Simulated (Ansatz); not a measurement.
# CdSe (P6_3mc): the host for defect calculations

Aim: the runs on the perfect crystal CdSe (P6_3mc) that a defect calculation needs first.

Main program and level: Ansatz 0.2.0; plane-wave PAW DFT, r2SCAN; relaxation of the host's cell and atoms; PAW set soft_1, in the first sound run; inputs show where later runs differ.

**1. The structure**

It takes space group P6_3mc (No. 186, hexagonal). Conventional cell: a = 4.300 Å, b = 4.300 Å, c = 7.000 Å, α = 90.00°, β = 90.00°, γ = 120.00°. Nearest to Cd lie 4 Se at 2.63 Å. Nearest to Se lie 4 Cd at 2.63 Å. Farther neighbours and most contacts between anions are not listed.

**2. Host cell relaxation**

Cell and atoms are relaxed together, until forces and stress fall under their thresholds.

File cell/input.yaml:

```yaml
crystal:
  lattice:
    - [4.3, 0.0, 0.0]
    - [-2.15, 3.7239092, 0.0]
    - [0.0, 0.0, 7.0]
  atoms:
    - { symbol: Cd, position: [0.333333, 0.666667, 0.0] }
    - { symbol: Cd, position: [0.666667, 0.333333, 0.5] }
    - { symbol: Se, position: [0.333333, 0.666667, 0.376] }
    - { symbol: Se, position: [0.666667, 0.333333, 0.876] }
basis:
  ecutwfc: 500
  xc_grid: 2
hamiltonian:
  xc: r2scan
  pseudopotentials: { kind: paw, azcp: { folder: soft_1 } }
kpoints:
  mp_grid: { grid: [8, 8, 4] }
scf:
  occupations: { method: fixed }
  max_iter: 100
relax:
  f_tol: 0.005
  max_steps: 60
  cell: {}
output:
  forces: true
  stress: true
checkpoint:
  write: "../cell.run"
  compress: false
  write_wavefunctions: false
  write_every: 100000
```

Started as:

```console
> ansatz run input.yaml --threads 32 --pin off --max-ram 56524MiB --backend cuda --events-out ev --progress --plain --runs-dir out --max-vram 78GiB
```

Numbers of over 12 decimals in the logs are rounded to 6 here.

What it wrote:

```text
Warning: the atoms were moved onto the symmetric positions of the space group found under crystal.symmetry.tolerance 1.0e-5 (fractional; no operation is sought that the atoms, as they stand in a round [...]
Engine: ansatz 0.2.0, aarch64-unknown-linux-gnu
[...]
Pseudopotential: Cd, paw, valence charge 20, recommended cutoff 500 eV (meta_gga), soft_1/Cd.paw.azcp
Pseudopotential: Se, paw, valence charge 16, recommended cutoff 500 eV (meta_gga), soft_1/Se.paw.azcp
Functional definition: r2SCAN
[...]
Crystal: 4 atoms, lattice volume = 112.090 Å³
Basis set: ecut = 500 eV, 2827 PW (Γ), exchange–correlation on 64×64×108 points (8 copies of the dense FFT grid, shifted against one another)
Bands: 44, of which v1, the nominal top of the filled ones, is band 36 counted from 1 (35 counted from 0)
[...]
Space group: P63mc (ITA 186), of the structure as read, at distance tolerance 4.8e-5 Å
k-points: 30 of 256 (time reversal used)
[...]
SCF 4 converged in 7 iterations: F = -27495.823122 eV  dr2 = 7.39e-12
relax step   4: F+E_penalty+E_count = -27495.82312156 eV  Δ(F+E_penalty+E_count) = -1.172e-3 eV  max|allowed force component| = 5.865e-4 eV/Å  Δτ_max = 0.0000 Å  P = -0.031 GPa  Ω = 115.532 Å³  stress [...]
basis re-selected at this cell: Δ(F+E_penalty+E_count) = -1.172e-3 eV, ΔP = +0.002 GPa vs the last step (what re-selecting the basis moved, of the pressure what is left beyond the Pulay correction tha [...]
SCF converged after 7 iterations
Free energy (F): -27495.823122 eV
[...]
Fermi energy:    6.629441 eV
--- Per-component energies (eV) ---
[...]
--- Forces (eV/Å), atoms counted from 1 ---
[...]
--- Stress (GPa, compression-positive) ---
       -0.031590      -0.000000       0.000000
        0.000000      -0.031590      -0.000000
        0.000000      -0.000000      -0.029233
  P = ⅓ Tr σ = -0.0308 GPa (-0.308 kbar)
--- Band table (eV; the first three rows and the last of 30) ---
[...]
--- Relaxed structure (3 steps of the walk, 3 accepted, 1 SCFs on fresh bases) ---
[...]
```

Elapsed: 1.9 s, on 1 × NVIDIA GB200 with 32 threads of Arm Neoverse V2, shared host; peak memory 1.1 GiB; 8.9 s of CPU time.

Step by step:

```csv
step,energy less that of the first step (eV),largest force component (eV/Å),pressure (GPa),volume (Å³)
1,0.0000,0.0087,1.63,112.09
2,-0.0124,0.0010,-0.61,116.88
3,-0.0156,0.0006,-0.03,115.53
4*,-0.0168,0.0006,-0.03,115.53
```

Relaxation steps marked * repeat the geometry before them on a plane-wave basis chosen anew for their cell, so energy and pressure can jump there.

```csv
"conventional cell, symmetrised",before,after,change
a (Å),4.300,4.341,+1.0 %
b (Å),4.300,4.341,+1.0 %
c (Å),7.000,7.080,+1.1 %
volume (Å³/atom),28.02,28.88,+3.1 %
```

Final coordinates:

```xyz
4
Lattice="4.3409 0.0000 0.0000 -2.1704 3.7593 0.0000 0.0000 0.0000 7.0797" Properties=species:S:1:pos:R:3 pbc="T T T"
Cd    0.0000    2.5062    0.0004
Cd    2.1704    1.2531    3.5402
Se    0.0000    2.5062    2.6615
Se    2.1704    1.2531    6.2014
```

This step gave:

```
pressure : -0.03080 GPa
```

The relaxation ends with a largest force component of 5.9e-4 eV/Å and a pressure of -0.03 GPa.

**3. Dielectric tensors of the host**

The response to a uniform electric field gives the electronic dielectric tensor.

This step: plane-wave PAW DFPT, PBEsol; dielectric tensors, Born charges and zone-centre modes of the host; PAW set soft_1 (Ansatz 0.2.0).

File eps/input.yaml:

```yaml
crystal:
  lattice:
    - [4.3408983867, 0.0, 0.0]
    - [-2.1704491933, 3.7593282781, 0.0]
    - [0.0, 0.0, 7.0796634709]
  atoms:
    - { symbol: Cd, position: [0.3333333333, 0.6666666667, 5.72239e-05] }
    - { symbol: Cd, position: [0.6666666667, 0.3333333333, 0.5000572239] }
    - { symbol: Se, position: [0.3333333333, 0.6666666667, 0.3759427761] }
    - { symbol: Se, position: [0.6666666667, 0.3333333333, 0.8759427761] }
basis:
  ecutwfc: 420
hamiltonian:
  xc: pbesol
  pseudopotentials: { kind: paw, azcp: { folder: soft_1 }, xc_functional: pbe }
kpoints:
  mp_grid: { grid: [6, 6, 4] }
scf:
  occupations: { method: fixed }
  max_iter: 100
phonons:
  method: dfpt
  dielectric: true
  rigid_motions: translations
```

What it wrote:

```text
[...]
Crystal: 4 atoms, lattice volume = 115.532 Å³
Basis set: ecut = 420 eV, 2273 PW (Γ), exchange–correlation on 60×60×96 points (8 copies of the dense FFT grid, shifted against one another)
Bands: 44, of which v1, the nominal top of the filled ones, is band 36 counted from 1 (35 counted from 0)
[...]
k-points: 47 of 144 (irreducible under 2 space group operations, time reversal used)
[...]
SCF iter   1: F=—  HF=-27220.045816 eV  |F-HF|=—  |Δ(HF+E_count)|=         —  Δρ=4.88e-2  dr2=2.84e0  ethr=3.10e-3  ⟨swp⟩=4.4  Hψ=6277  notcnv=0  defer=279
[...]
SCF iter   5: F=-27218.920525 eV  HF=-27218.920525 eV  |F-HF|=2.02e-8  |Δ(HF+E_count)|=   2.58e-7  Δρ=2.46e-6  dr2=1.19e-8  ethr=2.59e-10
SCF 1 converged in 5 iterations: F = -27218.920525 eV  dr2 = 1.19e-8
[...]
WARN: field response: inside a basis, on 14×14×8 points, no mesh in reach settles it: take ε∞, Z* and everything formed from them with what they may err, as stated (eps_inf_uncertainty, zstar_uncertai [...]
WARN: field response: ε∞ stands inside a basis, on 14×14×8 points; the force constants stand on the 6×6×4 k-mesh, whose period is 7.67 times the interband length at k = (0.0000, 0.0000, 0.0000), direc [...]
SCF converged after 11 iterations
Free energy (F): -27218.950213 eV
[...]
Fermi energy:    6.795689 eV
[...]
--- Band table (eV; the first three rows and the last of 47) ---
[...]
--- Phonons (Γ-DFPT): 4 representative perturbations + reference (Σ response iterations 23) ---
  k mesh reduced under 2 symmetry operations, with k and −k counted as one. Each operation leaves every solved perturbation unchanged. A smaller set is not considered because the run solves the response to a homogeneous field
  ASR residual: 1.229e-5 → 0.000e0 eV/Å²; symmetrization residual: 2.953e-9 eV/Å²
  ASR residual per site (eV/Å²): 9.10e-6 9.10e-6 1.23e-5 1.23e-5
  Γ frequencies (cm⁻¹): 0.00 0.00 0.00 35.46 35.46 118.72 156.64 161.06 161.06 163.00 163.00 176.09
  ε∞ (high-frequency dielectric tensor):
        8.024589     0.000000     0.000000
       -0.000000     8.024589     0.000000
        0.000000     0.000000     8.092318
  ε⁰ (static dielectric tensor: ions relaxed, cell fixed):
       11.427283     0.000000     0.000000
       -0.000000    11.427283     0.000000
        0.000000     0.000000    12.092609
  ε⁰ − ε∞ (ionic part):
        3.402694     0.000000     0.000000
        0.000000     3.402694     0.000000
        0.000000     0.000000     4.000291
  softest optical mode at Γ: 35.46 cm⁻¹; the repairs (sum rule, projections) moved no ω² at Γ by more than (0.21 cm⁻¹)²
  Born effective charges Z* (e; rows j = field, columns β = displacement):
    site 0:
         2.19236    0.00000    0.00000
         0.00000    2.19236    0.00000
        -0.00000    0.00000    2.31190
    site 1:
         2.19236    0.00000    0.00000
        -0.00000    2.19236    0.00000
        -0.00000    0.00000    2.31190
    site 2:
        -2.19236   -0.00000   -0.00000
        -0.00000   -2.19236   -0.00000
        -0.00000   -0.00000   -2.31190
    site 3:
        -2.19236   -0.00000    0.00000
        -0.00000   -2.19236   -0.00000
         0.00000   -0.00000   -2.31190
  Z* charge neutrality: 1.431e-2 e pre-enforcement
  solved inside a basis spanned on kpoints, on 14×14×8 k-points transformed towards the longest dipole, which do not settle them: ε∞ is read to err by 1.0e-1, Z* by 1.0e-1 e (field_mesh: kpoints solves on kpoints); Z* is corrected for what the basis lacks
  optical modes at Γ without the LO–TO term, one row a degenerate level:
      ω (cm⁻¹)  modes    IR ((D/Å)²/amu)
         35.46      2             0.0000
        118.72      1             0.0000
        156.64      1             5.3168
        161.06      2             9.5623
        163.00      2             0.0000
        176.09      1             0.0000
  optical modes at Γ + LO–TO along q̂ = [1.0000, 0.0000, 0.0000]:
      ω (cm⁻¹)  modes    IR ((D/Å)²/amu)
         35.46      2             0.0000
        118.72      1             0.0000
        156.64      1             5.3168
        161.06      1             4.7812
        163.00      2             0.0000
        176.09      1             0.0000
        192.20      1             4.7812
  optical modes at Γ + LO–TO along q̂ = [0.0000, 1.0000, 0.0000]:
      ω (cm⁻¹)  modes    IR ((D/Å)²/amu)
         35.46      2             0.0000
        118.72      1             0.0000
        156.64      1             5.3168
        161.06      1             4.7812
        163.00      2             0.0000
        176.09      1             0.0000
        192.20      1             4.7812
  optical modes at Γ + LO–TO along q̂ = [0.0000, 0.0000, 1.0000]:
      ω (cm⁻¹)  modes    IR ((D/Å)²/amu)
         35.46      2             0.0000
        118.72      1             0.0000
        161.06      2             9.5623
        163.00      2             0.0000
        176.09      1             0.0000
        191.48      1             5.3168
[...]
```

It took 15 s on 1 × NVIDIA GB200 with 32 threads; peak memory 5.4 GiB; 2.6 min of CPU time.

Electronic dielectric tensor:

```
8.02 0.00 0.00
0.00 8.02 0.00
0.00 0.00 8.09
```

Static dielectric tensor:

```
11.43  0.00  0.00
 0.00 11.43  0.00
 0.00  0.00 12.09
```

The principal values of the electronic dielectric tensor are 8.02, 8.02 and 8.09. The principal values of the static dielectric tensor are 11.43, 11.43 and 12.09.

**4. Primitive cell on a dense mesh**

A dense mesh gives the host's converged energy, against which the supercell's sampling is tested.

This step: plane-wave PAW DFT, r2SCAN; single point of the host's primitive cell on a dense mesh; PAW set soft_1 (Ansatz 0.2.0).

File dense/input.yaml:

```yaml
crystal:
  lattice:
    - [4.3408983867, 0.0, 0.0]
    - [-2.1704491933, 3.7593282781, 0.0]
    - [0.0, 0.0, 7.0796634709]
  atoms:
    - { symbol: Cd, position: [0.3333333333, 0.6666666667, 5.72239e-05] }
    - { symbol: Cd, position: [0.6666666667, 0.3333333333, 0.5000572239] }
    - { symbol: Se, position: [0.3333333333, 0.6666666667, 0.3759427761] }
    - { symbol: Se, position: [0.6666666667, 0.3333333333, 0.8759427761] }
basis:
  ecutwfc: 500
  xc_grid: 2
hamiltonian:
  xc: r2scan
  pseudopotentials: { kind: paw, azcp: { folder: soft_1 } }
kpoints:
  mp_grid: { grid: [8, 8, 4] }
scf:
  occupations: { method: fermi_dirac, width: 0.01 }
  max_iter: 80
```

What it wrote:

```text
[...]
Crystal: 4 atoms, lattice volume = 115.532 Å³
Basis set: ecut = 500 eV, 2875 PW (Γ), exchange–correlation on 64×64×108 points (8 copies of the dense FFT grid, shifted against one another)
Bands: 41, of which v1, the nominal top of the filled ones, is band 36 counted from 1 (35 counted from 0)
[...]
k-points: 30 of 256 (time reversal used)
[...]
SCF iter   2: F=—  HF=-27495.862948 eV  |F-HF|=—  |Δ(HF+E_count)|=   7.36e-1  Δρ=2.04e-2  dr2=3.36e-1  dr2_τ=2.87e-2  ethr=3.10e-3  ⟨swp⟩=3.0  Hψ=2160  notcnv=0  defer=30
[...]
SCF iter   7: F=—  HF=-27495.823119 eV  |F-HF|=—  |Δ(HF+E_count)|=   1.40e-3  Δρ=4.62e-5  dr2=2.61e-6  dr2_τ=4.06e-8  ethr=9.57e-8  ⟨swp⟩=2.0  Hψ=1809  notcnv=0  defer=30
SCF iter   8: F=-27495.823122 eV  HF=-27495.823121 eV  |F-HF|=5.91e-8  |Δ(HF+E_count)|=   2.17e-6  Δρ=8.07e-6  dr2=9.30e-8  dr2_τ=3.31e-9  ethr=1.60e-10  ⟨swp⟩=2.0  Hψ=3450  notcnv=0
SCF 1 converged in 8 iterations: F = -27495.823122 eV  dr2 = 9.30e-8
[...]
SCF converged after 8 iterations
Free energy (F): -27495.823122 eV
[...]
Fermi energy:    7.181609 eV
[...]
```

The job ended after 1.1 s (1 × NVIDIA GB200 with 32 threads; peak memory 1.1 GiB).

In the SCF lines HF is the Harris–Foulkes energy and dr2 the Hartree energy of the density residual, in eV; the loop may stop once dr2 is under the threshold and the program's other checks hold. Hψ counts applications of the Hamiltonian.

**5. Self-consistent run**

This step: plane-wave PAW DFT, r2SCAN; single point of the defect-free supercell, a test of its k-points; PAW set soft_1 (Ansatz 0.2.0).

System of this step: CdSe (P6_3mc). The cell holds 72 atoms: 36 Cd and 36 Se. Its edges and angles: a = 13.023 Å, b = 13.023 Å, c = 14.159 Å, α = 90.0°, β = 90.0°, γ = 120.0°.

File pristine.sampling/input.yaml:

```yaml
crystal:
  lattice:
    - [13.02269516, 0.0, 0.0]
    - [-6.51134758, 11.2779848343, 0.0]
    - [0.0, 0.0, 14.1593269417]
  atoms:
    - { symbol: Cd, position: [0.1111111111, 0.2222222222, 2.8612e-05] }
    - { symbol: Cd, position: [0.2222222222, 0.1111111111, 0.250028612] }
    - { symbol: Se, position: [0.1111111111, 0.2222222222, 0.187971388] }
    - { symbol: Se, position: [0.2222222222, 0.1111111111, 0.437971388] }
    - { symbol: Cd, position: [0.1111111111, 0.2222222222, 0.500028612] }
    - { symbol: Cd, position: [0.2222222222, 0.1111111111, 0.7500286119] }
    - { symbol: Se, position: [0.1111111111, 0.2222222222, 0.687971388] }
    - { symbol: Se, position: [0.2222222222, 0.1111111111, 0.937971388] }
    - { symbol: Cd, position: [0.1111111111, 0.5555555556, 2.8612e-05] }
    - { symbol: Cd, position: [0.2222222222, 0.4444444444, 0.250028612] }
    - { symbol: Se, position: [0.1111111111, 0.5555555556, 0.187971388] }
    - { symbol: Se, position: [0.2222222222, 0.4444444444, 0.437971388] }
    - { symbol: Cd, position: [0.1111111111, 0.5555555556, 0.500028612] }
    - { symbol: Cd, position: [0.2222222222, 0.4444444444, 0.7500286119] }
    - { symbol: Se, position: [0.1111111111, 0.5555555556, 0.687971388] }
    - { symbol: Se, position: [0.2222222222, 0.4444444444, 0.937971388] }
    - { symbol: Cd, position: [0.1111111111, 0.8888888889, 2.8612e-05] }
    - { symbol: Cd, position: [0.2222222222, 0.7777777778, 0.250028612] }
    - { symbol: Se, position: [0.1111111111, 0.8888888889, 0.187971388] }
    - { symbol: Se, position: [0.2222222222, 0.7777777778, 0.437971388] }
    - { symbol: Cd, position: [0.1111111111, 0.8888888889, 0.500028612] }
    - { symbol: Cd, position: [0.2222222222, 0.7777777778, 0.7500286119] }
    - { symbol: Se, position: [0.1111111111, 0.8888888889, 0.687971388] }
    - { symbol: Se, position: [0.2222222222, 0.7777777778, 0.937971388] }
    - { symbol: Cd, position: [0.4444444444, 0.2222222222, 2.8612e-05] }
    - { symbol: Cd, position: [0.5555555556, 0.1111111111, 0.250028612] }
    - { symbol: Se, position: [0.4444444444, 0.2222222222, 0.187971388] }
    - { symbol: Se, position: [0.5555555556, 0.1111111111, 0.437971388] }
    - { symbol: Cd, position: [0.4444444444, 0.2222222222, 0.500028612] }
    - { symbol: Cd, position: [0.5555555556, 0.1111111111, 0.7500286119] }
    - { symbol: Se, position: [0.4444444444, 0.2222222222, 0.687971388] }
    - { symbol: Se, position: [0.5555555556, 0.1111111111, 0.937971388] }
    - { symbol: Cd, position: [0.4444444444, 0.5555555556, 2.8612e-05] }
    - { symbol: Cd, position: [0.5555555556, 0.4444444444, 0.250028612] }
    - { symbol: Se, position: [0.4444444444, 0.5555555556, 0.187971388] }
    - { symbol: Se, position: [0.5555555556, 0.4444444444, 0.437971388] }
    - { symbol: Cd, position: [0.4444444444, 0.5555555556, 0.500028612] }
    - { symbol: Cd, position: [0.5555555556, 0.4444444444, 0.7500286119] }
    - { symbol: Se, position: [0.4444444444, 0.5555555556, 0.687971388] }
    - { symbol: Se, position: [0.5555555556, 0.4444444444, 0.937971388] }
    - { symbol: Cd, position: [0.4444444444, 0.8888888889, 2.8612e-05] }
    - { symbol: Cd, position: [0.5555555556, 0.7777777778, 0.250028612] }
    - { symbol: Se, position: [0.4444444444, 0.8888888889, 0.187971388] }
    - { symbol: Se, position: [0.5555555556, 0.7777777778, 0.437971388] }
    - { symbol: Cd, position: [0.4444444444, 0.8888888889, 0.500028612] }
    - { symbol: Cd, position: [0.5555555556, 0.7777777778, 0.7500286119] }
    - { symbol: Se, position: [0.4444444444, 0.8888888889, 0.687971388] }
    - { symbol: Se, position: [0.5555555556, 0.7777777778, 0.937971388] }
    - { symbol: Cd, position: [0.7777777778, 0.2222222222, 2.8612e-05] }
    - { symbol: Cd, position: [0.8888888889, 0.1111111111, 0.250028612] }
    - { symbol: Se, position: [0.7777777778, 0.2222222222, 0.187971388] }
    - { symbol: Se, position: [0.8888888889, 0.1111111111, 0.437971388] }
    - { symbol: Cd, position: [0.7777777778, 0.2222222222, 0.500028612] }
    - { symbol: Cd, position: [0.8888888889, 0.1111111111, 0.7500286119] }
    - { symbol: Se, position: [0.7777777778, 0.2222222222, 0.687971388] }
    - { symbol: Se, position: [0.8888888889, 0.1111111111, 0.937971388] }
    - { symbol: Cd, position: [0.7777777778, 0.5555555556, 2.8612e-05] }
    - { symbol: Cd, position: [0.8888888889, 0.4444444444, 0.250028612] }
    - { symbol: Se, position: [0.7777777778, 0.5555555556, 0.187971388] }
    - { symbol: Se, position: [0.8888888889, 0.4444444444, 0.437971388] }
    - { symbol: Cd, position: [0.7777777778, 0.5555555556, 0.500028612] }
    - { symbol: Cd, position: [0.8888888889, 0.4444444444, 0.7500286119] }
    - { symbol: Se, position: [0.7777777778, 0.5555555556, 0.687971388] }
    - { symbol: Se, position: [0.8888888889, 0.4444444444, 0.937971388] }
    - { symbol: Cd, position: [0.7777777778, 0.8888888889, 2.8612e-05] }
    - { symbol: Cd, position: [0.8888888889, 0.7777777778, 0.250028612] }
    - { symbol: Se, position: [0.7777777778, 0.8888888889, 0.187971388] }
    - { symbol: Se, position: [0.8888888889, 0.7777777778, 0.437971388] }
    - { symbol: Cd, position: [0.7777777778, 0.8888888889, 0.500028612] }
    - { symbol: Cd, position: [0.8888888889, 0.7777777778, 0.7500286119] }
    - { symbol: Se, position: [0.7777777778, 0.8888888889, 0.687971388] }
    - { symbol: Se, position: [0.8888888889, 0.7777777778, 0.937971388] }
basis:
  ecutwfc: 500
  xc_grid: 2
hamiltonian:
  xc: r2scan
  pseudopotentials: { kind: paw, azcp: { folder: soft_1 } }
kpoints:
  mp_grid: { grid: [1, 1, 1], shift: [0.25, 0.25, 0.25] }
scf:
  occupations: { method: fermi_dirac, width: 0.01 }
  max_iter: 80
```

What it wrote:

```text
[...]
Crystal: 72 atoms, lattice volume = 2079.577 Å³
Basis set: ecut = 500 eV, 52785 PW (Γ), exchange–correlation on 192×192×216 points (8 copies of the dense FFT grid, shifted against one another)
Bands: 720, of which v1, the nominal top of the filled ones, is band 648 counted from 1 (647 counted from 0)
[...]
k-points: 1
[...]
SCF iter   2: F=—  HF=-494926.615308 eV  |F-HF|=—  |Δ(HF+E_count)|=    1.34e1  Δρ=2.05e-2  dr2=6.21e0  dr2_τ=5.13e-1  ethr=3.10e-3  ⟨swp⟩=3.0  Hψ=1157  notcnv=0  defer=68
[...]
SCF iter   8: F=—  HF=-494925.805735 eV  |F-HF|=—  |Δ(HF+E_count)|=   1.66e-2  Δρ=8.69e-6  dr2=1.99e-6  dr2_τ=7.34e-8  ethr=4.06e-9  ⟨swp⟩=2.0  Hψ=1156  notcnv=0  defer=68
SCF iter   9: F=-494925.805737 eV  HF=-494925.805737 eV  |F-HF|=4.54e-9  |Δ(HF+E_count)|=   1.81e-6  Δρ=2.04e-6  dr2=1.03e-7  dr2_τ=1.33e-9  ethr=7.72e-11  ⟨swp⟩=3.0  Hψ=1866  notcnv=0
SCF 1 converged in 9 iterations: F = -494925.805737 eV  dr2 = 1.03e-7
[...]
SCF converged after 9 iterations
Free energy (F): -494925.805737 eV
[...]
Fermi energy:    7.674396 eV
[...]
```

It took 1.9 s on 1 × NVIDIA GB200 with 32 threads; peak memory 1.5 GiB; 5.1 s of CPU time.

This step gave:

```
energy over dense mesh : -0.01374 eV/atom
```

(Continued in part 2 of 2.)

[Logs are printed without paths, hosts, clocks, repeated set-up lines and the standing remarks that a program may print on its own settings, such as how far it seeks lower states.]

[Hosts, paths, dates, database ids (printed as entryN), source tags and the programs' standing remarks are cut or masked in the printed files.]

[Runs of the host that timed out are not shown.]

[For some hosts the program warned that the k-mesh of the response run may be too coarse for force constants and the static dielectric constant; such warnings are not always shown.]
